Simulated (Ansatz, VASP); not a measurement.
One calculation of AlO3, two programs

File INCAR:

```
PREC = Accurate
ENCUT = 600
EDIFF = 1E-6
ISMEAR = 0
SIGMA = 0.1
LREAL = F
LASPH = T
NELM = 80
ALGO = Normal
ISIF = 3
LWAVE = F
LCHARG = F
GGA = PE
IBRION = 2
NSW = 90
EDIFFG = -0.04
```

The input KPOINTS:

```
regular mesh
0
Gamma
  4 4 4
```

POSCAR

```
AlO3
1.0
    2.6870057700      1.5513435000      4.3878620500
   -2.6870057700      1.5513435000      4.3878620500
    0.0000000000     -3.1026870100      4.3878620500
Al O
2 6
Direct
    0.5000000000      0.5000000000      0.5000000000
    0.0000000000      0.0000000000      0.0000000000
    0.8072761400      0.2500000000      0.6927238600
    0.6927238600      0.8072761400      0.2500000000
    0.2500000000      0.6927238600      0.8072761400
    0.1927238600      0.7500000000      0.3072761400
    0.3072761400      0.1927238600      0.7500000000
    0.7500000000      0.3072761400      0.1927238600
```

Input for Ansatz:

```yaml
crystal:
  lattice:
    - [2.68700577, 1.5513435, 4.38786205]
    - [-2.68700577, 1.5513435, 4.38786205]
    - [0.0, -3.10268701, 4.38786205]
  atoms:
    - { symbol: Al, position: [0.5, 0.5, 0.5] }
    - { symbol: Al, position: [0.0, 0.0, 0.0] }
    - { symbol: O, position: [0.80727614, 0.25, 0.69272386] }
    - { symbol: O, position: [0.69272386, 0.80727614, 0.25] }
    - { symbol: O, position: [0.25, 0.69272386, 0.80727614] }
    - { symbol: O, position: [0.19272386, 0.75, 0.30727614] }
    - { symbol: O, position: [0.30727614, 0.19272386, 0.75] }
    - { symbol: O, position: [0.75, 0.30727614, 0.19272386] }
basis:
  ecutwfc: 420
kpoints:
  mp_grid: { grid: [4, 4, 4] }
hamiltonian:
  xc: pbe
scf:
  occupations: { method: gaussian, width: 0.1 }
  lower_state_search: "off"
output:
  forces: true
  stress: true
  eigenvalues: true
relax:
  adjacent_minimum: "off"
  f_tol: 0.04
  max_steps: 70
  cell: { stress_tol: 0.4 }
```

Alike in both runs: task relaxation of cell and atoms; functional PBE; k mesh 4 × 4 × 4; occupations gaussian, width 0.1 eV; no spin polarisation.

```csv
,VASP,Ansatz
version,VASP 6.6.1,Ansatz 0.2.0
potentials or method,"VASP PAW PBE potentials, release 64 (Al, O)","scalar-relativistic, plane waves, PAW"
plane-wave cutoff (eV),600,420
valence electrons in the cell,42,42
```

|  | VASP | Ansatz | Ansatz less VASP |
| --- | --- | --- | --- |
| gap on the k mesh at the Fermi level, each at its own relaxed structure (eV) | none | none | - |
| relaxed volume (Å³/atom) | 11.59 | 11.63 | +0.039 |
| relaxed cell length with the largest relative difference (Å) | 4.659 | 4.666 | +0.0073 |
| energy change over the relaxation (meV/atom) | -213 | -210 | +2.9 |

A gap of «none» marks a metal or a gap that the smearing closes.

Caveats: the volume moved by over 15 % at a fixed basis, so the end points are rough (VASP).
